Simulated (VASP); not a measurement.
# How biaxial strain in the (001) plane changes BAs (F-43m)

Strain engineering needs slopes: what does biaxial strain in the (001) plane do to the lattice and the band edges of BAs?

Program: VASP 6.6.1. Level of theory: LDA; plane waves and PAW (B, As), in the first sound run; inputs show where later runs differ. Results are calculated unless marked as measured.

This is a report of a sequence of runs, with most program output left out.

## 1. Set-up

Symmetry: F-43m, No. 216, cubic system. Conventional cell: a = 4.777 Å, b = 4.777 Å, c = 4.777 Å, α = 90.00°, β = 90.00°, γ = 90.00°. Nearest to B lie 4 As at 2.07 Å. Nearest to As lie 4 B at 2.07 Å. Farther neighbours are not listed.

## 2. Relax the crystal, LDA

The series starts from the cell that this level prefers, so that zero strain is near zero stress.

This step took 2 runs in a row; the last is shown.

Level: LDA; plane waves and PAW (B, As).

INCAR reads:

```
SYSTEM = BAs
PREC = Accurate
ENCUT = 480
EDIFF = 1E-07
NELM = 120
ISMEAR = 0
SIGMA = 0.02
LREAL = .FALSE.
ALGO = Normal
GGA = CA
NBANDS = 10
LASPH = .TRUE.
LORBIT = 11
LWAVE = .FALSE.
LCHARG = .FALSE.
KPAR = 8
IBRION = 2
NSW = 40
ISIF = 3
EDIFFG = -0.005
POTIM = 0.4
```

POSCAR reads:

```
BAs
1.0
    0.0000000000      2.3711864422      2.3711864422
    2.3711864422      0.0000000000      2.3711864422
    2.3711864422      2.3711864422      0.0000000000
B As
1 1
Direct
    0.0000000000      0.0000000000      0.0000000000
    0.2500000000      0.2500000000      0.2500000000
```

KPOINTS reads:

```
Automatic mesh
0
Gamma
11 11 11
0 0 0
```

Potentials, in the order of the species: B and As (LDA family, release 64).

Launch:

```
$ mpirun -np 8 vasp_std
```

The job ended after 1.6 s (8 MPI ranks of Intel Xeon 6975P-C (Granite Rapids), shared host; peak memory 1 GiB; 8 s of CPU time).

Numbers from this step:

```
energy(sigma→0) of the program : -12.9263 eV
stress, compression positive   : xx, yy, zz 0.00, 0.00, 0.00 GPa
volume                         : 26.664 Å³
ionic steps                    : 1
```

## 3. Strain along the normal, LDA

One member in full: the plane is strained by -1 %, and the strain along the normal is moved by secant steps until the normal stress is under 0.012 GPa or five steps are spent; the atoms relax at each step.

This step took 3 runs, each at a new trial strain with the atoms of the one before; the last is shown.

Level: LDA; plane waves and PAW (B, As); cell typed or built by script.

Edit INCAR of step 2 so:

```diff
@@ -15,7 +15,7 @@
 LCHARG = .FALSE.
-KPAR = 8
-IBRION = 2
-NSW = 40
-ISIF = 3
-EDIFFG = -0.005
-POTIM = 0.4
+KPAR = 2
+IBRION = 1
+NSW = 25
+ISIF = 2
+EDIFFG = -0.004
+POTIM = 0.3
```

POSCAR reads:

```
BAs
1.0
    0.0000000000      2.3474745780      2.3838320640
    2.3474745780      0.0000000000      2.3838320640
    2.3474745780      2.3474745780      0.0000000000
B As
1 1
Direct
    0.0000000000      0.0000000000      0.0000000000
    0.2500000000      0.2500000000      0.2500000000
```

KPOINTS is that of step 2.

Launch:

```
$ mpirun -np 2 vasp_std
```

It took 4.8 s on 2 MPI ranks; peak memory 0.27 GiB; 7.7 s of CPU time.

Read from the output:

| Property | Result |
| --- | --- |
| energy(sigma→0) of the program | -12.9207 eV |
| stress, compression positive | xx, yy, zz 3.37, 3.37, 0.00 GPa |
| ionic steps | 1 |

## 4. Band edges, TB-mBJ with spin-orbit coupling

Short lines in KPOINTS_OPT sample the zone centre along and across the normal of the plane, for masses, and the other valleys.

Level: TB-mBJ, spin-orbit coupling; plane waves and PAW (B, As); cell typed or built by script.

TB-mBJ has no energy functional, so the total energy, stress and pressure in this output mean nothing.

INCAR reads:

```
SYSTEM = BAs
PREC = Accurate
ENCUT = 480
EDIFF = 1E-06
NELM = 150
ISMEAR = 0
SIGMA = 0.02
LREAL = .FALSE.
ALGO = Normal
METAGGA = MBJ
LASPH = .TRUE.
LNONCOLLINEAR = .TRUE.
MAGMOM = 0 0 0 0 0 0
NBANDS = 18
GGA_COMPAT = .FALSE.
LSORBIT = .TRUE.
LWAVE = .FALSE.
LCHARG = .FALSE.
KPAR = 2
```

POSCAR is that of step 3.

KPOINTS reads:

```
Automatic mesh
0
Gamma
9 9 9
0 0 0
```

KPOINTS_OPT reads:

```
Line mode
6
Line-mode
Reciprocal
  0.00000000   0.00000000   0.00000000
  0.01896993   0.01896993   0.00000000

  0.00000000   0.00000000   0.00000000
 -0.00000000  -0.01868061  -0.01868061

  0.31000000   0.31000000   0.00000000
  0.50000000   0.50000000   0.00000000

  0.00000000   0.31000000   0.31000000
  0.00000000   0.50000000   0.50000000

  0.45000000   0.45000000   0.45000000
  0.50000000   0.50000000   0.50000000

  0.45000000   0.00000000   0.00000000
  0.50000000   0.00000000   0.00000000

  0.42500000   0.42500000   0.00000000
  0.42500000   0.44368061   0.01868061

  0.50000000   0.50000000   0.50000000
  0.48679081   0.51320919   0.50000000
```

Launch:

```
$ mpirun -np 2 vasp_ncl
```

The job ended after 69 s (2 MPI ranks; peak memory 0.59 GiB; 2.3 min of CPU time).

## 5. Band edges, r2SCAN with spin-orbit coupling

Level: r2SCAN, spin-orbit coupling; plane waves and PAW (B, As); cell typed or built by script.

Edit INCAR of step 4 so:

```diff
@@ -4,3 +4,3 @@
 EDIFF = 1E-06
-NELM = 150
+NELM = 100
 ISMEAR = 0
@@ -9,3 +9,3 @@
 ALGO = Normal
-METAGGA = MBJ
+METAGGA = R2SCAN
 LASPH = .TRUE.
```

POSCAR is that of step 4.

KPOINTS is that of step 4.

KPOINTS_OPT is that of step 4.

Launch:

```
$ mpirun -np 2 vasp_ncl
```

Run time: 86 s. Hardware: 2 MPI ranks; peak memory 0.53 GiB; 2.8 min of CPU time.

Numbers from this step:

- energy(sigma→0) of the program: -170.3768 eV
- stress, compression positive: xx, yy, zz 7.21, 7.21, 3.57 GPa

The run ends at a pressure of 5.99 GPa.

## 6. All members

Runs beyond LDA use the data sets made with LDA; this shifts their levels slightly, and their total energies have another zero (at TB-mBJ, which has no energy functional, they mean nothing).

The other members went through these steps as far as the tables show, with the same cutoff and, step by step, the same mesh; 39 runs are not shown. The session took 0.79 core hours (wall time by ranks) on a shared machine.

| in-plane strain (%) | strain along the normal (%) | in-plane stress, tension positive (GPa) | energy above the unstrained row (meV/atom) | gap on the mesh, LDA (eV) |
| --- | --- | --- | --- | --- |
| -2.000 | 1.064 | -6.995 | 11.367 | 0.873 |
| -1.500 | 0.799 | -5.149 | 6.344 | 0.940 |
| -1.000 | 0.533 | -3.369 | 2.804 | 1.006 |
| -0.500 | 0.267 | -1.654 | 0.705 | 1.071 |
| 0 | 0.000 | -0.001 | 0.000 | 1.136 |
| 0.500 | -0.266 | 1.592 | 0.648 | 1.026 |
| 1.000 | -0.539 | 3.121 | 2.599 | 0.918 |
| 1.500 | -0.804 | 4.599 | 5.813 | 0.813 |
| 2.000 | -1.074 | 6.018 | 10.248 | 0.710 |

Slopes at zero strain, from cubics through all rows: strain ratio -0.535, stress over strain 324 GPa. For a cubic crystal strained in (001) the ratio is −2C₁₂/C₁₁.

Band edges at TB-mBJ with spin-orbit coupling, counted from the valence-band top at Γ, spin-orbit pairs averaged, with one row partly withheld:

| in-plane strain (%) | gap (eV) | conduction band at Γ (eV) | Δ or X valley along z (eV) | Δ or X valley along x (eV) | lowest conduction level at L, [111] (eV) | lowest conduction level at L, [-111] (eV) | second valence level below the top (eV) | third valence level below the top (eV) |
| --- | --- | --- | --- | --- | --- | --- | --- | --- |
| -2.000 | 1.382 | 3.516 | 1.778 | 1.377 | 3.284 | 3.284 | 0.104 | 0.444 |
| -1.500 | 1.455 | 3.546 | 1.750 | 1.450 | 3.307 | 3.307 | 0.095 | 0.364 |
| -1.000 | 1.527 | 3.574 | 1.722 | 1.523 | 3.317 | 3.317 | 0.077 | 0.295 |
| -0.500 | 1.599 | 3.600 | ? | 1.594 | 3.318 | 3.318 | 0.047 | 0.240 |
| 0 | 1.669 | 3.622 | 1.665 | 1.665 | 3.309 | 3.309 | 0.000 | 0.205 |
| 0.500 | 1.580 | 3.579 | 1.577 | 1.675 | 3.231 | 3.231 | 0.060 | 0.244 |
| 1.000 | 1.483 | 3.523 | 1.480 | 1.677 | 3.140 | 3.140 | 0.128 | 0.300 |
| 1.500 | 1.384 | 3.459 | 1.382 | 1.675 | 3.040 | 3.040 | 0.197 | 0.363 |
| 2.000 | 1.284 | 3.389 | 1.282 | 1.672 | 2.935 | 2.935 | 0.267 | 0.429 |

Band edges at r2SCAN with spin-orbit coupling, counted from the valence-band top at Γ, spin-orbit pairs averaged:

| in-plane strain (%) | gap (eV) | conduction band at Γ (eV) | Δ or X valley along z (eV) | Δ or X valley along x (eV) | lowest conduction level at L, [111] (eV) | lowest conduction level at L, [-111] (eV) | second valence level below the top (eV) | third valence level below the top (eV) |
| --- | --- | --- | --- | --- | --- | --- | --- | --- |
| -2.000 | 1.003 | 3.159 | 1.435 | 0.999 | 3.024 | 3.024 | 0.107 | 0.442 |
| -1.500 | 1.075 | 3.190 | 1.397 | 1.071 | 3.043 | 3.043 | 0.096 | 0.366 |
| -1.000 | 1.146 | 3.219 | 1.359 | 1.143 | 3.050 | 3.050 | 0.077 | 0.300 |
| -0.500 | 1.217 | 3.245 | 1.322 | 1.214 | 3.045 | 3.045 | 0.046 | 0.248 |
| 0 | 1.288 | 3.267 | 1.284 | 1.284 | 3.030 | 3.030 | 0.000 | 0.215 |
| 0.500 | 1.192 | 3.224 | 1.190 | 1.296 | 2.949 | 2.949 | 0.058 | 0.253 |
| 1.000 | 1.091 | 3.169 | 1.088 | 1.301 | 2.854 | 2.854 | 0.123 | 0.306 |
| 1.500 | 0.987 | 3.104 | 0.985 | 1.303 | 2.751 | 2.751 | 0.189 | 0.365 |
| 2.000 | 0.883 | 3.033 | 0.881 | 1.303 | 2.642 | 2.642 | 0.256 | 0.428 |

## 7. Fit and prediction

The quantity to fit is the splitting of the Δ or X valleys (z less x) at TB-mBJ with spin-orbit coupling: 0.401, 0.300, 0.199, 0.000, -0.098, -0.197, -0.293, -0.389 eV in the rows shown.

A least-squares parabola through the 8 rows shown, with d the strain along the axis less the strain across it, in %: E = 6.74e-4 d² + 0.1288 d + 4.57e-5 (eV), r.m.s. residual 4.7e-5 eV.

For the withheld row, d = 0.7671, the fit gives 0.0993 eV.

## 8. The withheld row

The calculation gives 0.0993 eV, so the prediction is right to the last digit shown.

The splitting is Ξu times d, with d as a fraction, so the linear term gives Ξu = 12.9 eV.

## 9. Results

* ratio of normal to in-plane strain: -0.535
* biaxial modulus: 324 GPa
* gap of the unstrained cell, TB-mBJ with spin-orbit coupling: 1.67 eV
* gap of the unstrained cell, r2SCAN with spin-orbit coupling: 1.29 eV
* shear deformation potential Ξu of the Δ or X valleys: 12.9 eV
* error of the predicted row: 0.0 meV

What this shows: As a check, the curvature of the energy gives 325 GPa for the same modulus (energy per volume = M × strain²), 0 % from the slope of the stress. At TB-mBJ with spin-orbit coupling the lowest conduction valley is Δ or X throughout, and the gap runs between 1.28 and 1.67 eV. At r2SCAN with spin-orbit coupling the lowest conduction valley is Δ or X throughout, and the gap runs between 0.88 and 1.29 eV. Hole masses are left out throughout, since the top bands are degenerate or cross in many series; of conduction masses, those of the Γ, L and (for Si and Ge under (001) strain) Δ valleys are kept where they change by under an eighth between rows. A measured gap of unstrained BAs is 4.12 eV (arxiv:1911.04914, direct gap from square of absorption coefficient, average of two samples, so it belongs beside the lowest direct gap, not the least one, 300 K); the static gaps here belong to the lattice relaxed at LDA. TB-mBJ is a potential fitted for gaps; it has no energy functional, so its total energies and forces mean nothing, and its bands tend to come out too narrow. r2SCAN opens gaps somewhat over GGA but leaves them below measured values as a rule. Δ or X levels are the lowest on their line, refined by a parabola unless they lie at X; the gap is read from all points sampled and can differ from the lowest valley by some meV, or by tens of meV where strain moves the valence top off Γ. Temperature, zero-point motion and excitons are left out.

[Lines on the potential files, build, host, timing and source positions are cut from VASP's logs without a mark.]

[Logs are printed without paths, hosts, clocks, repeated set-up lines and the standing remarks that a program may print on its own settings, such as how far it seeks lower states.]

[Hosts, paths, dates, database ids (printed as entryN), source tags and the programs' standing remarks are cut or masked in the printed files.]

[In band tables of VASP the shares of atoms and orbitals are scaled to a sum of 1 inside the atoms' spheres.]
